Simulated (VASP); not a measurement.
# Si (Fd-3m) in VASP: a series of runs

Aim: see how the results for Si move with the level of theory and the settings. Levels: PBE, LDA. Tasks: dielectric tensor, band structure.

Everything below comes from runs of VASP 6.6.1. Logs are shortened: lines on timing, memory, paths and dates and some standing lists are left out, and cuts for length are marked.

### Step 1. The structure

The structure is cubic, space group Fd-3m (No. 227). The conventional cell has a = 5.469 Å, b = 5.469 Å, c = 5.469 Å, α = 90.00°, β = 90.00°, γ = 90.00°. Around Si (site symmetry -43m) lie 4 Si at 2.37 Å.

### Step 2. Dielectric tensor, PBE

Input file INCAR:

```
  ALGO = Normal
  EDIFF = 1E-8
  ENCUT = 450
  GGA = PE
  ISIF = 2
  ISMEAR = 0
  KPAR = 2
  LASPH = True
  LCHARG = False
  LEPSILON = True
  LREAL = False
  LWAVE = False
  NELM = 120
  PREC = Accurate
  SIGMA = 0.02
```

Input file KPOINTS:

```
k-points
0
Gamma
  10 10 10
```

Input file POSCAR:

```
Si                                      
1.0
    0.0000000000      2.7342859811      2.7342859811
    2.7342859811      0.0000000000      2.7342859811
    2.7342859811      2.7342859811      0.0000000000
  Si            
     2
Direct
     0.7500000000000000    0.7500000000000000    0.7500000000000000
     0.5000000000000000    0.5000000000000000    0.5000000000000000
```

Potentials or basis: VASP PAW PBE potentials, release 64 (Si).

Started as:

```
cat potpaw_PBE.64/Si/POTCAR > POTCAR
mpirun -np 2 vasp_std > vasp.out
```

OUTCAR:

```text
EDIFF = 1E-8
   ENCUT = 450
   GGA = PE
   ISIF = 2
   ISMEAR = 0
   LASPH = True
   LEPSILON = True
   LREAL = False
   NELM = 120
   PREC = Accurate

 ion  position               nearest neighbor table
   1  0.750  0.750  0.750-   2 2.37   2 2.37   2 2.37   2 2.37
   2  0.500  0.500  0.500-   1 2.37   1 2.37   1 2.37   1 2.37

  LATTYP: Found a face centered cubic cell.
 ALAT       =     5.4685719622

  Lattice vectors:

 A1 = (   0.0000000000,   2.7342859811,   2.7342859811)
 A2 = (   2.7342859811,   0.0000000000,   2.7342859811)
 A3 = (   2.7342859811,   2.7342859811,   0.0000000000)

Analysis of symmetry for initial positions (statically):
=====================================================================
 Subroutine PRICEL returns:
 Original cell was already a primitive cell.

 Routine SETGRP: Setting up the symmetry group for a
 face centered cubic supercell.

 Subroutine GETGRP returns: Found 48 space group operations
 (whereof 24 operations were pure point group operations)
 out of a pool of 48 trial point group operations.

The static configuration has the point symmetry T_d .
 The point group associated with its full space group is O_h .

Analysis of symmetry for dynamics (positions and initial velocities):
=====================================================================
 Subroutine PRICEL returns:
 Original cell was already a primitive cell.

 Routine SETGRP: Setting up the symmetry group for a
 face centered cubic supercell.

 Subroutine GETGRP returns: Found 48 space group operations
 (whereof 24 operations were pure point group operations)
 out of a pool of 48 trial point group operations.

The dynamic configuration has the point symmetry T_d .
 The point group associated with its full space group is O_h .

 Subroutine INISYM returns: Found 48 space group operations
 (whereof 24 operations are pure point group operations),
 and found     1 'primitive' translations

----------------------------------------------------------------------------------------

                                     Primitive cell

  volume of cell :      40.8848

  direct lattice vectors                    reciprocal lattice vectors
     0.000000000  2.734285981  2.734285981    -0.182863096  0.182863096  0.182863096
     2.734285981  0.000000000  2.734285981     0.182863096 -0.182863096  0.182863096
     2.734285981  2.734285981  0.000000000     0.182863096  0.182863096 -0.182863096

  length of vectors
     3.866864318  3.866864318  3.866864318     0.316728173  0.316728173  0.316728173

  position of ions in fractional coordinates (direct lattice)
     0.750000000  0.750000000  0.750000000
     0.500000000  0.500000000  0.500000000

  ion indices of the primitive-cell ions
   primitive index   ion index
                 1           1
                 2           2

----------------------------------------------------------------------------------------

 KPOINTS: k-points

Automatic generation of k-mesh.
 Grid dimensions read from file:
 generate k-points for:   10   10   10

 Generating k-lattice:

  Cartesian coordinates                     Fractional coordinates (reciprocal lattice)
    -0.018286310  0.018286310  0.018286310     0.100000000  0.000000000  0.000000000
     0.018286310 -0.018286310  0.018286310     0.000000000  0.100000000  0.000000000
     0.018286310  0.018286310 -0.018286310     0.000000000  0.000000000  0.100000000

  Length of vectors
     0.031672817  0.031672817  0.031672817

  Shift w.r.t. Gamma in fractional coordinates (k-lattice)
     0.000000000  0.000000000  0.000000000

 Subroutine IBZKPT returns following result:
 ===========================================
[... 75 lines left out ...]
   AEXX    =    0.0000 exact exchange contribution
   IVDW    =     0    specifies the selected vdW correction
   LEPSILON=     T    determine dielectric tensor
   LRPA    =     F    only Hartree local field effects (RPA)
 non-spin polarized calculation
 Gauss-broadening in eV      SIGMA  =   0.02
  energy-cutoff  :      450.00
  volume of cell :       40.88
 maximum number of plane-waves:       903
   NGX = 13   NGY = 13   NGZ = 13

--------------------------------------- Ionic step        1  -------------------------------------------

 number of electron       8.0000000 magnetization

 E-fermi :   5.7174     XC(G=0):  -9.3275

 val. band max:        5.6170114699   @ k =   0.0000   0.0000   0.0000
 cond. band min:       6.2348108914   @ k =   0.4000   0.4000   0.0000
 fundamental gap:      0.6177994215
 Fermi energy:         5.7174485526

 k-point     1 :       0.0000    0.0000    0.0000
  band No.  band energies     occupation
      1      -6.1982      2.00000
      2       5.6170      2.00000
      3       5.6170      2.00000
      4       5.6170      2.00000
      5       8.1739      0.00000
      6       8.1739      0.00000
      7       8.1739      0.00000
      8       8.7519      0.00000
[... 243 lines left out ...]
 k-point    24 :       0.4000    0.3000    0.0000
  band No.  band energies     occupation
      1      -4.0754      2.00000
      2       0.2243      2.00000
      3       2.8233      2.00000
      4       3.2330      2.00000
      5       6.6939      0.00000
      6       7.8828      0.00000
      7      12.4728      0.00000
      8      12.6132      0.00000

 [... further k-points ...]

  FORCE on cell =-STRESS in cart. coord.  units (eV):
  Direction    XX          YY          ZZ          XY          YZ          ZX
  --------------------------------------------------------------------------------------
  -------------------------------------------------------------------------------------
  Total        0.0000527      0.0000527      0.0000527     -0.0000000     -0.0000000     -0.0000000
  in kB        0.0020638      0.0020638      0.0020638     -0.0000000     -0.0000000     -0.0000000
  external PRESSURE =       0.0020638 kB  Pullay stress =       0.0000000 kB

 VOLUME and BASIS-vectors are now :
 -----------------------------------------------------------------------------
  energy-cutoff  :      450.00
  volume of cell :       40.88
      direct lattice vectors                 reciprocal lattice vectors
     0.000000000  2.734285981  2.734285981    -0.182863096  0.182863096  0.182863096
     2.734285981  0.000000000  2.734285981     0.182863096 -0.182863096  0.182863096
     2.734285981  2.734285981  0.000000000     0.182863096  0.182863096 -0.182863096

 POSITION                                       TOTAL-FORCE (eV/Angst)
 -----------------------------------------------------------------------------------
      4.10143      4.10143      4.10143        -0.000000     -0.000000     -0.000000
      2.73429      2.73429      2.73429         0.000000      0.000000      0.000000
 -----------------------------------------------------------------------------------
    total drift:                               -0.000000      0.000000     -0.000000

  FREE ENERGIE OF THE ION-ELECTRON SYSTEM (eV)
  ---------------------------------------------------
  free  energy   TOTEN  =       -10.8492328885 eV

  energy  without entropy=      -10.8492328885  energy(sigma->0) =      -10.84923289

 HEAD OF MICROSCOPIC STATIC DIELECTRIC TENSOR (INDEPENDENT PARTICLE, excluding Hartree and local field effects)
 ------------------------------------------------------
          13.996582    -0.000000     0.000000
           0.000000    13.996582    -0.000000
           0.000000    -0.000000    13.996582
 ------------------------------------------------------

 Free energy of the ion-electron system (eV)
  ---------------------------------------------------
  ---------------------------------------------------
  free energy    TOTEN  =        -1.50367398 eV

  energy without entropy =       -1.50367398

------------------------ aborting loop because EDIFF is reached ----------------------------------------

--------------------------------------- Ionic step        2  -------------------------------------------

------------------------ aborting loop because EDIFF is reached ----------------------------------------

--------------------------------------- Ionic step        3  -------------------------------------------

 Free energy of the ion-electron system (eV)
  ---------------------------------------------------
  ---------------------------------------------------
  free energy    TOTEN  =        -1.50367311 eV

  energy without entropy =       -1.50367311

------------------------ aborting loop because EDIFF is reached ----------------------------------------

 PIEZOELECTRIC TENSOR FIELD DIRECTION 3  (e Angst)
 -----------------------------------------------------------------------------
     0.00149  0.00000  0.00000           (  0.00000  0.00000  0.00000)
     0.00000  0.00149  0.00000           (  0.00000  0.00000  0.00000)
     0.00000  0.00000 -0.00738           (  0.00000  0.00000  0.00000)

 PIEZOELECTRIC TENSOR FIELD DIRECTION 3  (C/m^2)
 -----------------------------------------------------------------------------
     0.00059  0.00000  0.00000
     0.00000  0.00059  0.00000
     0.00000  0.00000 -0.00289

 MACROSCOPIC STATIC DIELECTRIC TENSOR (including local field effects in DFT)
 ------------------------------------------------------
          13.381100    -0.000000    -0.000000
           0.000000    13.381100    -0.000000
          -0.000000     0.000000    13.381100
 ------------------------------------------------------

 PIEZOELECTRIC TENSOR (including local field effects)  for field in x, y, z        (e  Angst)
          XX          YY          ZZ          XY          YZ          ZX
  --------------------------------------------------------------------------------
  x    -0.00000     0.00000     0.00000     0.00000     0.00000     0.00000
  y     0.00000     0.00000     0.00000     0.00000     0.00000     0.00000
  z     0.00000     0.00000     0.00000     0.00000     0.00000     0.00000

 PIEZOELECTRIC TENSOR (including local field effects)  for field in x, y, z        (C/m^2)
          XX          YY          ZZ          XY          YZ          ZX
  --------------------------------------------------------------------------------
  x    -0.00000     0.00000     0.00000     0.00000     0.00000     0.00000
  y     0.00000     0.00000     0.00000     0.00000     0.00000     0.00000
  z     0.00000     0.00000     0.00000     0.00000     0.00000     0.00000

 BORN EFFECTIVE CHARGES (including local field effects) (in |e|, cummulative output)
 ---------------------------------------------------------------------------------
 ion    1
    1     0.00000     0.00000     0.00000
    2     0.00000    -0.00000     0.00000
    3     0.00000    -0.00000     0.00000
 ion    2
    1    -0.00000     0.00000    -0.00000
    2    -0.00000     0.00000     0.00000
    3    -0.00000     0.00000    -0.00000
```

Run time: 44 s. Hardware: 2 MPI ranks of Intel Xeon 6975P-C (Granite Rapids), shared host; peak memory 0.19 GiB.

What came out:

```
Band gap on the k mesh                  : 0.62 eV, indirect (least direct gap 2.56 eV)
Electronic dielectric tensor (diagonal) : 13.38
Born charges (mean of the diagonal)     : Si +0.00 e
```

Levels at points of the mesh, in eV from the valence-band top:
```tsv
k point	band 2	band 3	band 4	band 5	band 6	band 7
(0.00, 0.00, 0.00)	0.00	0.00	0.00	2.56	2.56	2.56
(0.50, 0.00, 0.00)	-6.87	-1.18	-1.18	1.47	3.35	3.35
(0.50, 0.50, 0.00)	-7.75	-2.79	-2.79	0.75	0.75	9.94
```

Electronic dielectric tensor:
```
13.38  0.00  0.00
 0.00 13.38  0.00
 0.00  0.00 13.38
```

Born effective charge tensors (e):
atom 1, Si
```
0.00 0.00 0.00
0.00 0.00 0.00
0.00 0.00 0.00
```
atom 2, Si
```
0.00 0.00 0.00
0.00 0.00 0.00
0.00 0.00 0.00
```

Caveat: the gap is small at this level, which inflates the dielectric constant. A k mesh can miss the band edges.

(Continued in part 2 of 2.)
